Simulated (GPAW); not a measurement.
# Rh in GPAW: the effect of strain uniaxial z

Rh:

```
CELL_PARAMETERS angstrom
2.69174 0.00000 0.00000
-1.34587 2.33112 0.00000
0.00000 0.00000 8.44615
ATOMIC_POSITIONS crystal
Rh 0.66667 0.33333 0.75000
Rh 0.00000 0.00000 0.50000
Rh 0.33333 0.66667 0.25000
Rh 0.00000 0.00000 0.00000
```

This isn't the form of Rh at room conditions, which is fcc.

Alike in all runs:

```yaml
Program: GPAW 26.7.0
Task: single point
Functional: PBEsol
Potentials_or_basis: PAW data sets generated in the run's folder for this functional
Cutoff: 600 eV
Basis: pw
k_mesh: 8 × 8 × 3
Occupations: fermi-dirac, width 0.05 eV
Spin: no spin polarisation
Maxiter: 150
```

```csv
strain uniaxial z,pressure (GPa)
-0.04,10.0
-0.02,?
-0.01,-0.1
0,-2.9
0.01,-5.5
0.02,-7.9
0.04,-12.0
```

Problem. What does the run with strain uniaxial z -0.02 give?

Solution. Pressure 3.0 GPa.

Worked out: A parabola through the other rows of the pressure, of slope -322 GPa per unit of strain uniaxial z there, gives 3.1 GPa, against the run's 3.0.

Caveats: the density grid can change from cell to cell, which puts small steps into energies and stress.
